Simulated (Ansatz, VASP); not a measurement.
**Two plane-wave programs on ZnS**

POSCAR

```
ZnS
1.0
    0.0000000000      2.7020000000      2.7020000000
    2.7020000000      0.0000000000      2.7020000000
    2.7020000000      2.7020000000      0.0000000000
Zn S
1 1
Direct
    0.7500000000      0.7500000000      0.7500000000
    0.0000000000      0.0000000000      0.0000000000
```

Contents of INCAR.step1:

```
SYSTEM = ZnS
PREC = Accurate ; ENCUT = 600
EDIFF = 1E-5 ; ISMEAR = -1
SIGMA = 0.05 ; LREAL = .False.
LASPH = .True. ; NELM = 80
ALGO = Normal ; LWAVE = .True.
LCHARG = .False. ; GGA = PE
```

The input INCAR.step2:

```
SYSTEM = ZnS
PREC = Accurate ; ENCUT = 600
EDIFF = 1E-6 ; ISMEAR = -1
SIGMA = 0.05 ; LREAL = .False.
LASPH = .True. ; NELM = 80
ALGO = Normal ; ISIF = 3
LWAVE = .False. ; LCHARG = .False.
GGA = PE ; LHFCALC = .True.
HFSCREEN = 0.3 ; PRECFOCK = Fast
IBRION = 2 ; NSW = 40
EDIFFG = -0.005 ; ISTART = 1
```

File KPOINTS:

```
regular mesh
0
Gamma
  5 5 5
  0 0 0
```

File input.yaml:

```yaml
crystal:
  lattice:
    - [0.0, 2.702, 2.702]
    - [2.702, 0.0, 2.702]
    - [2.702, 2.702, 0.0]
  atoms:
    - { symbol: Zn, position: [0.75, 0.75, 0.75] }
    - { symbol: S, position: [0.0, 0.0, 0.0] }
hamiltonian:
  xc: { exchange: pbe, correlation: pbe, exx: { coeff: 0.25, omega: 0.3 } }
  pseudopotentials: { kind: paw }
kpoints:
  mp_grid: { grid: [5, 5, 5] }
scf:
  occupations: { method: fermi_dirac, width: 0.05 }
output:
  forces: true
  stress: true
  write_density: true
  write_potential: true
  elf: true
  volumetric_format: npy
relax:
  f_tol: 0.01
  max_steps: 40
  cell: { stress_tol: 0.05 }
```

Alike in both runs: task relaxation of cell and atoms; functional HSE03; k mesh 5 × 5 × 5; occupations fermi-dirac, width 0.05 eV; no spin polarisation.

```csv
,VASP,Ansatz
version,VASP 6.6.1,Ansatz 0.2.0
potentials or method,"VASP PAW PBE potentials, release 64 (Zn, S)",Ansatz PAW
plane-wave cutoff (eV),600,420
valence electrons in the cell,18,18
```

VASP gave:

* gap on the k mesh at the Fermi level, each at its own relaxed structure (eV): 3.05
* relaxed volume (Å³/atom): 20.02
* relaxed cell length with the largest relative difference (Å): 3.840
* energy change over the relaxation (meV/atom): -1

Problem. What did Ansatz give for the same quantities?

Solution. gap on the k mesh at the Fermi level, each at its own relaxed structure (eV): 3.07; relaxed volume (Å³/atom): 20.02; relaxed cell length with the largest relative difference (Å): 3.840; energy change over the relaxation (meV/atom): -1.

Caveats: the PAW data sets were made with another functional, which shifts forces and pressure a little (VASP); odd divisions of the mesh miss points on the zone boundary, where band edges often lie, so the gap on the mesh can be too wide (Ansatz); the plane-wave basis is chosen anew once the cell has moved, so the energies of steps on either side of that aren't comparable (Ansatz); the PAW data sets come from PBE, with cores solved anew for the run's functional, which leaves a small shift of forces and pressure (Ansatz). Zero-point motion and thermal expansion aren't in these numbers.
